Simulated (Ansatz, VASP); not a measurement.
Al: VASP beside Ansatz

```
Al
1.0
     2.83043    0.00000    0.00000
    -1.41522    2.45123    0.00000
     0.00000    0.00000    8.97673
Al
4
Cartesian
  0.0000 0.0000 0.0000
  0.0000 0.0000 4.4884
  0.0000 1.6342 2.2442
  1.4152 0.8171 6.7325
```

Alike in both runs: functional PBEsol; dispersion D3(BJ); k mesh 9 × 9 × 2; no spin polarisation.

Ansatz relaxed the structure, and its values are those at the end. VASP's run is a single point on that final structure, the one shown.

|  | VASP | Ansatz |
| --- | --- | --- |
| version | VASP 6.6.1 | Ansatz 0.2.0 |
| potentials or method | VASP PAW PBE potentials, release 64 (Al) | plane waves, PAW |
| plane-wave cutoff (eV) | 520 | 420 |
| occupations | methfessel-paxton of order 1, width 0.1 eV | cold, width 0.1 eV |
| valence electrons in the cell | 12 | 12 |

Ansatz gave:

| Quantity | Value |
| --- | --- |
| pressure (GPa) | 0.0 |
| dispersion energy (meV/atom) | -336.9 |

Which values does VASP return?

Pressure (GPa): 0.2; dispersion energy (meV/atom): -336.8.

Caveats: the PAW data sets were made with another functional, which shifts forces and pressure a little (VASP); pairwise dispersion overbinds metals, which lowers pressure and volume.
